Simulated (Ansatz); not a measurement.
# HfO$_{2}$ under strains and displacements

The calculation used DFT PBE, scalar-relativistic, plane waves, PAW (Ansatz).

Plane waves to 420 eV, a k mesh through Γ of 8×8×8 on the computed 3-atom cell and Gaussian smearing (0.02 eV); no spin polarisation.

Reference cell:

```
CELL_PARAMETERS angstrom
0.00000 2.55750 2.55750
2.55750 0.00000 2.55750
2.55750 2.55750 0.00000
ATOMIC_POSITIONS crystal
Hf 0.00000 0.00000 0.00000
O 0.25000 0.25000 0.25000
O 0.75000 0.75000 0.75000
```

Each variant moves atoms of this cell by the vectors given, if any (Å), and then applies a symmetric strain (tensor components, Cartesian axes). The reference cell isn't relaxed at this level. Energies are per atom at zero smearing, counted from the lowest variant. Pressure is positive in compression.

1. strain (xx yy zz yz xz xy, %) 0.78 0.78 0.78 0.00 0.00 0.00
2. strain (xx yy zz yz xz xy, %) -2.13 2.54 -4.78 -2.62 0.00 0.00; moves: Hf1 (0.000, -0.169, -0.281); O2 (0.114, 0.085, 0.140); O3 (-0.114, 0.085, 0.140)
3. strain (xx yy zz yz xz xy, %) 1.38 1.38 4.38 0.27 -0.27 -0.06; moves: Hf1 (-0.029, -0.029, 0.000); O2 (0.012, 0.017, 0.009); O3 (0.017, 0.012, -0.009)
4. strain (xx yy zz yz xz xy, %) 1.76 1.76 1.76 0.00 0.00 0.00
5. strain (xx yy zz yz xz xy, %) 1.60 1.60 1.60 0.00 0.00 0.00
6. strain (xx yy zz yz xz xy, %) -2.34 -3.84 -2.34 0.00 0.00 0.00; moves: Hf1 (0.000, 0.212, 0.000); O2 (0.000, -0.106, 0.000); O3 (0.000, -0.106, 0.000)

```
result  ΔE (meV/atom) P (GPa) largest force (eV/Å) gap on mesh (eV)
     A          380.2    31.11                  4.90              2.99
     B           22.3   -13.46                  0.00              3.59
     C          206.7    34.05                  3.60              3.85
     D            0.0    -7.68                  0.00              3.66
     E           17.8   -12.58                  0.00              3.60
     F           52.7   -16.40                  0.11              3.40
```

(1) Which variant gave which result?

Spin-orbit coupling is left out, which matters for the bands of heavy elements.

Answers

(1) A is 2, B is 4, C is 6, D is 1, E is 5, F is 3. The pressure falls as the cell grows: from the smallest volume to the largest the variants are 6, 2, 1, 5, 4, 3.

This fluorite-type form isn't the usual stable structure of the compound.